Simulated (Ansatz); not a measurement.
# NbP (I4_1md) in Ansatz: a series of runs

One crystal, NbP, is run at these levels: LDA+U, LDA; tasks: band structure.

All numbers are computed with Ansatz 0.2.0; they aren't measurements. Logs are shortened: lines on timing, memory, paths and dates and some standing lists are left out, and cuts for length are marked.

**1. Starting point**

The structure is tetragonal, space group I4_1md (No. 109). Conventional cell: a = 3.350 Å, b = 3.350 Å, c = 11.480 Å, α = 90.00°, β = 90.00°, γ = 90.00°. Around Nb (site symmetry 2mm) lie 6 P at 2.55 Å. P (site symmetry 2mm) is surrounded by 6 Nb at 2.55 Å.

The cell is a database's computed one.

**2. Band structure, LDA+U**

Input file input.yaml:

```yaml
crystal:
  lattice:
    - [-1.6749232544, 1.6749232544, 5.7401081759]
    - [1.6749232544, -1.6749232544, 5.7401081759]
    - [1.6749232544, 1.6749232544, -5.7401081759]
  atoms:
    - { symbol: Nb, position: [0.2498808, 0.7498808, 0.5] }
    - { symbol: Nb, position: [0.4998808, 0.4998808, 0.0] }
    - { symbol: P, position: [0.83274777, 0.33274777, 0.5] }
    - { symbol: P, position: [0.08274777, 0.08274777, 0.0] }
hamiltonian:
  xc: lda
  pseudopotentials: { kind: paw }
  hubbard: { sites: [{ species: Nb, l: d, u_eff: 5.0 }] }
kpoints:
  mp_grid: { grid: [11, 11, 11] }
  band_path:
    path:
      - [[0.0, 0.0, 0.0], [-0.5, 0.5, 0.0], [-0.5, 0.5, -0.0425715708], [-0.2712857854, 0.2712857854, -0.2712857854], [0.0, 0.0, 0.0], [0.5, 0.5, -0.5], [0.2712857854, 0.7287142146, -0.7287142146], [0.0, 0.5, -0.5], [-0.25, 0.75, -0.25], [0.0425715708, 0.9574284292, -0.5], [0.5, 0.5, -0.5]]
      - [[-0.5, 0.5, 0.0], [-0.25, 0.75, -0.25]]
    npoints: 14
scf:
  occupations: { method: fermi_dirac, width: 0.05 }
  n_extra_bands: 10
output:
  forces: true
  stress: true
  eigenvalues: true
  fatbands: false
```

Potentials or basis: Ansatz PAW.

On the command line:

```sh
> ansatz run input.yaml --threads 2 --pin off --max-ram 5632MiB --backend cpu --events-out ev --progress --plain --runs-dir out
```

The log of the run:

```text
Warning: RAYON_NUM_THREADS=2 ignored (pool sized by the plan → 2); use --threads N
basis.fft_grid_basis auto: the FFT boxes are laid along the combinations [[1, 0, 1], [0, 1, 1], [0, 0, 1]] of the cell's own vectors, 3.350, 3.350 and 6.210 Å long. The dense box has 24×24×45 points. Along the cell's own vectors, as sized, it would have 45×45×45, 3.52 times as many. Of the 8 symmetry operations that the crystal satisfies within crystal.symmetry.tolerance (time reversal apart; of a slab, those that keep its plane) the dense box along the cell's own vectors carries 8, and the one as laid loses 6 of those. basis.fft_grid_basis: typed keeps the cell's own vectors: state it where this run's energies or levels are differenced outside the engine with another run's, or held beside a run that keeps those vectors.
Nb: projections on atomic orbitals take those of the free atom [Ar 3d10] 4s2 4p6 4d4 5s1, of charge +0.00 (hamiltonian.pseudopotentials.projection_atoms); the dataset's partial waves leave at most 4.9e-6 of an orbital's norm unspanned inside its sphere
P: projections on atomic orbitals take those of the free atom [Ne] 3s2 3p3, of charge +0.00 (hamiltonian.pseudopotentials.projection_atoms); the dataset's partial waves leave at most 1.0e-7 of an orbital's norm unspanned inside its sphere
scf.n_extra_bands = 10 over 18 filled bands (N_el = 36.0): the run solves 28 bands
Engine: ansatz 0.2.0, aarch64-unknown-linux-gnu
Pseudopotentials: kind: paw
Pseudopotential: Nb, paw, valence charge 13, recommended cutoff 420 eV (normal), Nb.paw.azcp
Pseudopotential: P, paw, valence charge 5, recommended cutoff 420 eV (normal), P.paw.azcp
Functional definition: SPW92
  exchange = slater_x
  correlation = pw_c
Crystal: 4 atoms, lattice volume = 64.412 Å³
Basis set: ecut = 420 eV, 1231 PW (Γ), FFT grids on a1+a3, a2+a3, a3
Bands: 28, of which v1, the nominal top of the filled ones, is band 18 counted from 1 (17 counted from 0)
Symmetry: 8 space group operations
Space group: I41md (ITA 109), of the structure as read, at distance tolerance 4.0e-5 Å
k-points: 126 of 1331 (time reversal used)
Non-local potential: Nb, projectors of the file, l = 0: 3, l = 1: 2, l = 2: 2, l = 3: 1
Non-local potential: P, projectors of the file, l = 0: 2, l = 1: 2, l = 2: 2
PAW form: soft (Blöchl's): semilocal exchange-correlation on the pseudo side does not see the compensation charge
PAW frozen core: Nb, regenerated for the run's functional, and the local potential with it (the file was generated under x = pbe(κ = 0.804, μ = 0.2195149727645171), c = pbe(β = 0.06672455060314922))
PAW frozen core: P, regenerated for the run's functional, and the local potential with it (the file was generated under x = pbe(κ = 0.804, μ = 0.2195149727645171), c = pbe(β = 0.06672455060314922))
PAW one-centre angular grid: Nb, 590 points (default); XC on 64 Gauss nodes
PAW one-centre angular grid: P, 110 points (default); XC on 64 Gauss nodes
Initial density: superposition of atomic densities (chi_scale 0.1, normalization cell, long waves of neutral atoms under a Hubbard term (reshape's long-wave potential 0.00 eV rms, cloud 2.71 Å wide))
Initial wavefunctions: pseudopotential atomic-orbital guess
Functional: x = slater, c = lda
SCF iter   1: F=—  HF=-10331.037479 eV  |F-HF|=—  |Δ(HF+E_count)|=         —  Δρ=7.93e-2  dr2=6.46e0  ethr=3.10e-3  ⟨swp⟩=5.9  Hψ=17149  notcnv=0  defer=25
preconditioner: auto → Kerker (q_TF=auto, 2.476 Å⁻¹)  [metal: Δε(μ)=0.019 eV  Ē_g=9.120 eV  σ=0.050 eV  W_gap=0.09  n_scr=12 (ndim 8)  ℏωp=20.7 eV  f_vac=0.000  D(μ)=0.42/eV (n_scr^D=0)]
SCF iter   2: F=—  HF=-10329.387713 eV  |F-HF|=—  |Δ(HF+E_count)|=    1.65e0  Δρ=3.57e-2  dr2=9.82e-1  ethr=3.10e-3  ⟨swp⟩=3.7  Hψ=7640  notcnv=0  defer=300
SCF iter   3: F=—  HF=-10329.203348 eV  |F-HF|=—  |Δ(HF+E_count)|=   1.84e-1  Δρ=1.03e-2  dr2=5.80e-2  ethr=2.73e-3  ⟨swp⟩=2.0  Hψ=5158  notcnv=0  defer=300
SCF iter   4: F=—  HF=-10329.215854 eV  |F-HF|=—  |Δ(HF+E_count)|=   1.25e-2  Δρ=2.62e-3  dr2=3.93e-3  ethr=1.61e-4  ⟨swp⟩=2.4  Hψ=6806  notcnv=0  defer=299
SCF iter   5: F=—  HF=-10329.215630 eV  |F-HF|=—  |Δ(HF+E_count)|=   2.24e-4  Δρ=6.35e-4  dr2=1.62e-4  ethr=1.09e-5  ⟨swp⟩=2.3  Hψ=4585  notcnv=0  defer=299
SCF iter   6: F=—  HF=-10329.215974 eV  |F-HF|=—  |Δ(HF+E_count)|=   3.44e-4  Δρ=3.91e-4  dr2=5.73e-5  ethr=4.50e-7  ⟨swp⟩=2.1  Hψ=4588  notcnv=0  defer=299
SCF iter   7: F=—  HF=-10329.216230 eV  |F-HF|=—  |Δ(HF+E_count)|=   2.56e-4  Δρ=1.44e-4  dr2=1.48e-5  ethr=1.59e-7  ⟨swp⟩=2.0  Hψ=5535  notcnv=0  defer=299
SCF iter   8: F=—  HF=-10329.216246 eV  |F-HF|=—  |Δ(HF+E_count)|=   1.58e-5  Δρ=3.97e-5  dr2=7.50e-7  ethr=4.12e-8  ⟨swp⟩=2.7  Hψ=5396  notcnv=0  defer=299
SCF iter   9: F=-10329.216247 eV  HF=-10329.216247 eV  |F-HF|=1.55e-8  |Δ(HF+E_count)|=   9.02e-7  Δρ=9.42e-6  dr2=5.37e-8  ethr=2.78e-10  ⟨swp⟩=11.3  Hψ=16282  notcnv=0
SCF 1 converged in 9 iterations: F = -10329.216247 eV  dr2 = 5.37e-8
NSCF: frozen V_eff on 156 k-points
SCF converged after 9 iterations
Free energy (F): -10329.216247 eV
Harris-Foulkes:  -10329.216247 eV  (|F-HF|=1.55e-8)
Internal energy: -10329.211919 eV  (E = F + TS)
E sigma→0 (E₀):  -10329.214083 eV
Entropy (-TS):   -0.004328 eV (-1.082 meV/atom)
Fermi energy:    14.836368 eV
--- Per-component energies (eV) ---
  E_band       = -154.530364
  E_kinetic    = 934.063718
  E_local      = -1738.717517  (includes V_loc(G=0)·N_el)
  E_nonlocal   = 316.425050
  E_hartree    = 559.587218
  E_xc         = -474.431701
  E_vxc        = -551.176102  (∫ρ·V_xc dr)
  E_hubbard    = 12.207035  (on-site DFT+U / exact-exchange correction)
  E_vhub       = 2.740009  (the Hubbard potential's part of the band-sum identity)
  E_paw        = -7009.578236  (= ΣΔE_a)
  E_vpaw       = -237.044610  (= ΣTr[D̂ρ^β])
  E_aug_tail   = 0.000020  (compensation charges beyond the density's cutoff)
  E_ewald      = -2929.853596
  E_core_change = 1.086092  (= ΣΔE_core)
  E_smearing   = -0.004328  (= −TS)
  E_closure    = 0.000000  (closes the sum)
  Σ components = -10329.216247   (vs F -10329.216247, Δ=0.00e0)
--- Forces (eV/Å), atoms counted from 1 ---
  atom   1  Nb     0.00000000    -0.00000000    -0.01334097
  atom   2  Nb    -0.00000000    -0.00000000    -0.01334097
  atom   3  P      0.00000000    -0.00000000     0.01335553
  atom   4  P     -0.00000000    -0.00000000     0.01335553
  max |Σ_I F_I| component: 2.91e-5 eV/Å
--- Stress (GPa, compression-positive) ---
       -7.491760       0.000000      -0.000000
        0.000000      -7.491760       0.000000
       -0.000000      -0.000000      -6.359989
  P = ⅓ Tr σ = -7.1145 GPa (-71.145 kbar)
--- Band table (eV; the first three rows and the last of 126) ---
  k-point 0: bands = ["-40.3811", "-40.3447", "-16.6576", "-16.5123", "-16.5123", "-16.3657", "-16.3657", "-16.2783", "2.0140", "4.4233", "8.5201", "11.7130", "12.6301", "12.6301", "12.6867", "12.9373", "13.4333", "13.4333", "15.7295", "16.4772", "17.1614", "17.9206", "17.9206", "18.0674", "18.8416", "18.8416", "20.4650", "20.8127"]
  k-point 1: bands = ["-40.3776", "-40.3427", "-16.6467", "-16.5339", "-16.5280", "-16.3864", "-16.3820", "-16.2780", "2.2372", "4.5144", "8.6544", "11.4191", "12.3913", "12.4320", "12.4848", "12.8248", "13.5309", "13.6233", "15.4182", "15.9626", "17.2409", "17.4387", "18.2455", "18.4217", "18.7354", "19.3469", "21.1142", "21.8988"]
  k-point 2: bands = ["-40.3677", "-40.3375", "-16.6305", "-16.5896", "-16.5571", "-16.4373", "-16.4235", "-16.2821", "2.8454", "4.7026", "9.1002", "10.6578", "11.3687", "11.8746", "12.0012", "13.0892", "13.9079", "13.9420", "15.1084", "15.3145", "16.9094", "17.6152", "18.7486", "18.7977", "18.8734", "20.1468", "22.4255", "22.6336"]
  k-point 125: bands = ["-40.3615", "-40.3608", "-16.5483", "-16.5179", "-16.4720", "-16.4619", "-16.3740", "-16.3560", "3.0771", "3.0955", "10.5506", "10.6763", "11.6770", "12.0011", "12.2079", "12.5970", "13.8089", "14.3093", "15.7660", "16.5286", "16.8596", "17.2059", "18.0926", "18.1772", "19.0400", "19.7867", "21.3980", "21.9221"]
Occupation matrices written to <dir>
```

Run time: 24 s. Hardware: 2 threads of Arm Neoverse V1, shared host; peak memory 0.56 GiB.

What came out:

| Quantity | Value |
| --- | --- |
| Free energy | -10329.2162 eV |
| Pressure | -7.1 GPa |
| Largest force | 0.013 eV/Å |
| Band gap on the k mesh | none (metal or under the smearing width) |

Forces on the atoms (eV/Å):
```
Nb   0.000  0.000 -0.013
Nb   0.000  0.000 -0.013
P    0.000  0.000  0.013
P    0.000  0.000  0.013
```

Levels at the corners of the path, in eV from the Fermi level:
```tsv
point	band 15	band 16	band 17	band 18	band 19	band 20	band 21	band 22
Γ	-2.15	-1.90	-1.40	-1.40	0.89	1.64	2.33	3.08
X	-2.90	-2.90	-0.57	-0.57	2.71	2.71	2.93	2.93
Y	-2.87	-2.87	-0.61	-0.61	2.54	2.54	2.98	2.98
S	-2.36	-2.27	-1.60	-0.05	-0.05	1.66	2.27	2.46
Γ	-2.15	-1.90	-1.40	-1.40	0.89	1.64	2.33	3.08
Z	-2.66	-2.66	-0.65	-0.65	1.24	1.24	2.32	2.32
S1	-2.36	-2.27	-1.60	-0.05	-0.05	1.66	2.27	2.46
N	-2.29	-2.02	-1.61	-0.35	0.18	1.33	2.30	2.44
P	-2.93	-2.93	-0.56	-0.56	2.71	2.71	2.93	2.93
Y1	-2.87	-2.87	-0.61	-0.61	2.54	2.54	2.98	2.98
Z	-2.66	-2.66	-0.65	-0.65	1.24	1.24	2.32	2.32
X	-2.90	-2.90	-0.57	-0.57	2.71	2.71	2.93	2.93
P	-2.93	-2.93	-0.56	-0.56	2.71	2.71	2.93	2.93
```

Eigenvalues of the final occupation matrices:
```
  site  spin  trace               eigenvalues
site 1     1   2.17  0.39 0.41 0.43 0.43 0.50
site 2     1   2.17  0.39 0.41 0.43 0.43 0.50
```

Caveat: U without spin polarisation on a metal has little footing; the PAW data sets come from PBE, with cores solved anew for the run's functional, which leaves a small shift of forces and pressure; the U is typed as a test and isn't derived for this compound.

**3. Band structure, LDA+U**

Changes to input.yaml since step 2:

```diff
@@ -13,3 +13,3 @@
   pseudopotentials: { kind: paw }
-  hubbard: { sites: [{ species: Nb, l: d, u_eff: 5.0 }] }
+  hubbard: { sites: [{ species: Nb, l: d, u_eff: 6.0 }] }
 kpoints:
```

Potentials or basis: Ansatz PAW.

On the command line:

```sh
> ansatz run input.yaml --threads 2 --pin off --max-ram 5632MiB --backend cpu --events-out ev --progress --plain --runs-dir out
```

It took 27 s on 2 threads of Arm Neoverse V1, shared host; peak memory 0.57 GiB.

It converged, with:

| Property | Result |
| --- | --- |
| Free energy | -10326.7856 eV |
| Pressure | -6.0 GPa |
| Largest force | 0.080 eV/Å |
| Band gap along the path | none (metal or under the smearing width) |

Forces on the atoms (eV/Å):
```
Nb   0.000  0.000 -0.080
Nb   0.000  0.000 -0.080
P    0.000  0.000  0.079
P    0.000  0.000  0.079
```

Stress tensor (GPa, compression positive):
```
-6.74  0.00  0.00
 0.00 -6.74  0.00
 0.00  0.00 -4.55
```

Levels at the corners of the path, in eV from the Fermi level:
```
point  band 14  band 15  band 16  band 17  band 18  band 19  band 20  band 21  band 22  band 23
    Γ    -2.24    -2.20    -2.09    -1.39    -1.39     0.84     1.58     2.01     3.08     3.08
    X    -4.76    -2.95    -2.95    -0.66    -0.66     2.46     2.46     2.88     2.88     3.88
    Y    -4.70    -2.93    -2.93    -0.71    -0.71     2.33     2.33     2.89     2.89     3.85
    S    -3.21    -2.58    -2.33    -1.77    -0.22     0.02     1.77     2.22     2.32     2.81
    Γ    -2.24    -2.20    -2.09    -1.39    -1.39     0.84     1.58     2.01     3.08     3.08
    Z    -2.77    -2.64    -2.64    -0.75    -0.75     1.18     1.18     2.44     2.44     3.03
   S1    -3.21    -2.58    -2.33    -1.77    -0.22     0.02     1.77     2.22     2.32     2.81
    N    -3.24    -2.35    -2.19    -1.73    -0.60     0.24     1.44     2.17     2.36     2.93
    P    -4.71    -2.98    -2.98    -0.65    -0.65     2.46     2.46     2.88     2.88     3.88
   Y1    -4.70    -2.93    -2.93    -0.71    -0.71     2.33     2.33     2.89     2.89     3.85
    Z    -2.77    -2.64    -2.64    -0.75    -0.75     1.18     1.18     2.44     2.44     3.03
    X    -4.76    -2.95    -2.95    -0.66    -0.66     2.46     2.46     2.88     2.88     3.88
    P    -4.71    -2.98    -2.98    -0.65    -0.65     2.46     2.46     2.88     2.88     3.88
```

Eigenvalues of the final occupation matrices:
```
  site  spin  trace               eigenvalues
site 1     1   2.16  0.38 0.38 0.41 0.42 0.56
site 2     1   2.16  0.38 0.38 0.41 0.42 0.56
```

Caveat: U without spin polarisation on a metal has little footing; the PAW data sets come from PBE, with cores solved anew for the run's functional, which leaves a small shift of forces and pressure; the U is typed as a test and isn't derived for this compound.

(Part 1 of 3 ends here.)
